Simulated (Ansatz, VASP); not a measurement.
**Two plane-wave programs on ZnO (zincite)**

The input INCAR:

```
SYSTEM = ZnO
  PREC = Accurate
  ENCUT = 520
  EDIFF = 1E-7
  ISMEAR = -1
  SIGMA = 0.05
  LREAL = .FALSE.
  LASPH = .TRUE.
  NELM = 60
  ALGO = Normal
  ISIF = 2
  LWAVE = .FALSE.
  LCHARG = .FALSE.
  GGA = PE
  NBANDS = 26
```

File KPOINTS:

```
regular mesh
0
G
  9 9 5
  0 0 0
```

File POSCAR:

```
ZnO
1.0
    3.2493080000      0.0000000000      0.0000000000
   -1.6246540000      2.8139832727      0.0000000000
    0.0000000000      0.0000000000      5.2057090000
Zn O
2 2
Direct
    0.6695610000      0.3413150000     -0.0076450000
    0.3193350000      0.6515870000      0.5141600000
    0.3316920000      0.6765420000      0.8878760000
    0.6806100000      0.3351250000      0.3848630000
```

input.yaml

```yaml
crystal:
  lattice:
    - [3.249308, 0.0, 0.0]
    - [-1.624654, 2.8139832727, 0.0]
    - [0.0, 0.0, 5.205709]
  atoms:
    - { symbol: Zn, position: [0.669561, 0.341315, -0.007645] }
    - { symbol: Zn, position: [0.319335, 0.651587, 0.51416] }
    - { symbol: O, position: [0.331692, 0.676542, 0.887876] }
    - { symbol: O, position: [0.68061, 0.335125, 0.384863] }
hamiltonian:
  xc: pbe
  pseudopotentials: { kind: paw }
kpoints:
  mp_grid: { grid: [9, 9, 5] }
scf:
  occupations: { method: fermi_dirac, width: 0.05 }
output:
  forces: true
  stress: true
  eigenvalues: true
```

Change from the starting cell: atoms moved at random, drawn with an rms of 0.05 Å.

Alike in both runs: task single point; functional PBE; k mesh 9 × 9 × 5; occupations fermi-dirac, width 0.05 eV; no spin polarisation.

```csv
,VASP,Ansatz
version,VASP 6.6.1,Ansatz 0.2.0
potentials or method,"VASP PAW PBE potentials, release 64 (Zn, O)",Ansatz PAW
plane-wave cutoff (eV),520,420
valence electrons in the cell,36,36
```

```tsv
	VASP	Ansatz	Ansatz less VASP
gap on the k mesh at the Fermi level (eV)	0.75	0.77	+0.015
least direct gap on the mesh (eV)	0.75	0.77	+0.015
pressure (GPa)	6.5	5.4	-1.08
largest component of the traceless stress (GPa)	2.37	2.22	-0.148
rms of the force components (eV/Å)	0.450	0.434	-0.0162
```

Atom by atom the forces differ by 0.018 eV/Å (rms over components).

Caveats: odd divisions of the mesh miss points on the zone boundary, where band edges often lie, so the gap on the mesh can be too wide (Ansatz); the pressure holds a Pulay correction of +0.7 GPa for the finite cutoff (Ansatz).
